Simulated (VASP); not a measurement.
Write the native input for VASP 6.6.1 that does the following.

```yaml
Task: relaxation of the atoms
Functional: PBE
Potentials_or_basis: VASP PAW PBE potentials, release 64 (B_s, As)
Cutoff: 300 eV
k_mesh: 5 × 5 × 5
Occupations: gaussian, width 0.03 eV
Spin: no spin polarisation
Further_INCAR_settings: ALGO = Normal; EDIFF = 1e-07; IBRION = 2; EDIFFG = -0.01; NSW = 40
```

The structure of BAs lies in POSCAR:

```
BAs                                     
1.0
    0.0000000000      2.4084123478      2.4084123478
    2.4084123478      0.0000000000      2.4084123478
    2.4084123478      2.4084123478      0.0000000000
  B               As            
     1     1
Direct
     0.0000000000000000    0.0000000000000000    0.0000000000000000
     0.2500000000000000    0.2500000000000000    0.2500000000000000
```

These files were run (other wordings do the same):

INCAR

```
ALGO = Normal
EDIFF = 1E-7
EDIFFG = -0.01
ENCUT = 300
GGA = PE
IBRION = 2
ISIF = 2
ISMEAR = 0
LASPH = True
LCHARG = False
LREAL = False
LWAVE = False
NELM = 80
NSW = 40
PREC = Accurate
SIGMA = 0.03
```

KPOINTS

```
k-points
0
Gamma
  5 5 5
```

Potentials or basis: VASP PAW PBE potentials, release 64 (B_s, As).

Launch:

```sh
$ cat potpaw_PBE.64/B_s/POTCAR potpaw_PBE.64/As/POTCAR > POTCAR
$ mpirun -np 1 vasp_std > vasp.out
```

It gave:

```yaml
Band_gap_on_the_k_mesh: 1.20 eV, indirect (least direct gap 3.24 eV)
```

Caveat: the k mesh is coarse (spacing up to 0.45 Å⁻¹), so the values aren't converged; the relaxation stopped at its first step, so nothing moved; an odd mesh through Γ misses points on the zone boundary, where band edges often lie.

Run time: 3.5 s on 1 thread of Intel(R) Xeon(R) Platinum 8488C (Sapphire Rapids), with other jobs on the host, peak memory 0.11 GiB.
